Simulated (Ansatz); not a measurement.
The system is Te2Mo.

```
Te Mo
1.0
     6.34645    0.00000    0.00000
     0.00000    3.49422    0.00000
    -0.54903    0.00000   14.85616
Te Mo
8 4
Direct
  0.06309 0.50000 0.40139
  0.93626 0.00000 0.59892
  0.56720 0.00000 0.36206
  0.43254 0.50000 0.63827
  0.09105 0.00000 0.13792
  0.90945 0.50000 0.86175
  0.58109 0.50000 0.09855
  0.41935 0.00000 0.90115
  0.31969 0.00000 0.50683
  0.67978 0.50000 0.49352
  0.18149 0.50000 0.00653
  0.81900 0.00000 0.99309
```

The cell is a database's computed one.

Base run:

| Property | Result |
| --- | --- |
| Program | Ansatz 0.2.0 |
| Functional | revPBE |
| Potentials or basis | Ansatz PAW |
| Cutoff | 420 eV (not typed: the program's choice for these potentials) |
| k mesh | 4 × 8 × 2 |
| Occupations | fermi-dirac, width 0.05 eV |
| Spin | no spin polarisation |

Its results: band gap on the k mesh none (metal or under the smearing width); pressure 2.0 GPa; largest force 0.285 eV/Å.

Question: The run is repeated on the same cell with these changes: functional from revPBE to RPBE. What comes out?

Answer: Band gap on the k mesh none (metal or under the smearing width); pressure 2.5 GPa; largest force 0.319 eV/Å.

Caveats: spin-orbit coupling is left out, which moves the levels of the heavy elements; this functional lacks dispersion, which binds the layers, so the pressure and a relaxed spacing across them are unreliable; the PAW data sets come from PBE, with cores solved anew for the run's functional, which leaves a small shift of forces and pressure.
